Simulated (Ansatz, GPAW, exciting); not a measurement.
# CuI: 4 runs at one level of theory

```
I Cu
1.0
     0.00000    3.03150    3.03150
     3.03150    0.00000    3.03150
     3.03150    3.03150    0.00000
I Cu
1 1
Direct
  0.00000 0.00000 0.00000
  0.75000 0.75000 0.75000
```

Alike in all runs: task single point; functional PBE; k mesh 8 × 8 × 8; occupations gaussian, width 0.011 eV; no spin polarisation; no spin-orbit coupling. Pressure is positive in compression and, in plane waves, holds the error of the finite cutoff, which Ansatz's Pulay term estimates and takes out.

| program and potentials | plane-wave cutoff (eV) | notes | band gap (eV) | pressure (GPa) |
| --- | --- | --- | --- | --- |
| Ansatz, Ansatz PAW | 420 | 18 valence electrons an atom on average; Pulay term of +0.04 GPa included | 1.12 | 0.31 |
| exciting, all-electron LAPW+lo, shipped species files, valence relativity iora* | - | - | 1.12 | - |
| GPAW, GPAW PAW data sets (gpaw-data 1.2.1) | 600 | 9 valence electrons an atom on average | 1.14 | 0.89 |
| Ansatz, all-electron LAPW, scalar-relativistic | - | - | 1.12 | 0.33 |

The band gap spans 1.12 (Ansatz, all-electron LAPW, scalar-relativistic) to 1.14 eV (GPAW, GPAW PAW data sets (gpaw-data 1.2.1)), with all-electron results at 1.12. The pressure spans 0.31 (Ansatz, Ansatz PAW) to 0.89 GPa (GPAW, GPAW PAW data sets (gpaw-data 1.2.1)), with all-electron results at 0.33. Spin-orbit coupling, left out here, moves the band edges of heavy atoms.

Differences between rows come from potentials, basis sets and numerical settings, since the functional is the same but for its coding. Runs on potential files found faulty are left out.
